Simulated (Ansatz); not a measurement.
The system is Os.

```
CELL_PARAMETERS angstrom
2.94522 0.00000 0.00000
-1.47261 2.55064 0.00000
0.00000 0.00000 4.65326
ATOMIC_POSITIONS crystal
Os 0.66667 0.33333 0.75000
Os 0.33333 0.66667 0.25000
```

The cell isn't the ideal one: volume scaled by 1.25.

```yaml
Program: Ansatz 0.2.0
Task: relaxation of cell and atoms
Functional: rPW86-PBE
Dispersion: D3(BJ)
Potentials_or_basis: all-electron LAPW, relativistic spinors
Basis_error_allowed: 0.001 eV/atom
k_mesh: 8 × 8 × 4
Occupations: gaussian, width 0.15 eV
Spin: spin-orbit coupling, no magnetisation
```

At the start: volume 17.48 Å³/atom.

How do energy, volume and symmetry change on relaxing?

Over 6 steps the energy falls by 463.3 meV/atom and the volume is 14.59 Å³/atom (-16.5 %); space group P6_3/mmc (No. 194, to 0.05 Å).

The path:
```csv
step,energy change (eV),largest force (eV/Å),volume (Å³)
1,0.0000,0.0000,34.96
2,-0.8813,0.0000,30.28
3,-0.9162,0.0000,28.67
4,-0.9264,0.0000,29.21
5,-0.9265,0.0000,29.17
6,-0.9265,0.0000,29.17
```

Final structure:
```
Os
1.0
     2.77497    0.00000    0.00000
    -1.38749    2.40320    0.00000
     0.00000    0.00000    4.37474
Os
2
Cartesian
  1.3875 0.8011 3.2811
  0.0000 1.6021 1.0937
```
